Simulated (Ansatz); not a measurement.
## MnO2 under changes of volume

One of the cells (10.800 Å³/atom); the others are scaled copies at fixed shape and fractional positions:

```
Mn O
1.0
     1.42843    0.82471    4.58393
    -1.42843    0.82471    4.58393
     0.00000   -1.64941    4.58393
Mn O
1 2
Direct
  0.00000 0.00000 0.00000
  0.73564 0.73564 0.73564
  0.26436 0.26436 0.26436
```

Measurements of this composition are mostly on another form, of space group No. 136.

- Program: Ansatz 0.2.0
- Functional: r2SCAN
- Potentials or basis: Ansatz PAW
- Cutoff: 500 eV (not typed: the program's choice for these potentials)
- k mesh: 11 × 11 × 11
- Occupations: fermi-dirac, width 0.05 eV
- Spin: collinear spin, ferromagnetic start
- Starting moments: [4.0, 0.0, 0.0] μB

```csv
volume (Å³/atom),energy over the lowest point (meV/atom),pressure (GPa),gap on the mesh (eV),largest force (eV/Å)
10.152,25.76,14.1,1.73,0.914
10.368,10.46,8.7,1.81,0.555
10.584,2.12,3.8,1.88,0.224
10.800,0.00,-0.6,1.95,0.079
11.016,?,?,?,?
11.232,11.83,-7.9,2.05,0.614
11.448,24.64,-11.0,2.00,0.849
```

Task: What does the run at 11.016 Å³/atom give?

Result: Energy over the lowest point 3.44 meV/atom; pressure -4.5 GPa; gap on the mesh 2.02 eV; largest force 0.357 eV/Å.

Worked out: A Birch-Murnaghan fit of order 3 (a polynomial in V^(-2/3)) to the other rows has its minimum at 10.77 Å³/atom with B0 = V·E''(V) = 208 GPa and B' = 4.7 at fixed shape and positions, which overstates the stiffness. It gives 3.44 meV/atom at 11.016 Å³/atom, against the run's 3.44, and -dE/dV = -4.5 GPa, against -4.5. A parabola through the other rows of the gap, of slope 1.6 eV per unit of ln V there, gives 1.99 eV, against the run's 2.02.

Energies are extrapolated to zero smearing.

Caveats: the magnetic or orbital state may not be the lowest; odd divisions of the mesh miss points on the zone boundary, where band edges often lie, so the gap on the mesh can be too wide; a cell with one magnetic atom can't hold antiferromagnetic order, which such compounds often take; the PAW data sets come from PBE, with cores solved anew for the run's functional, which leaves a small shift of forces and pressure.

A mesh can miss the band edges.
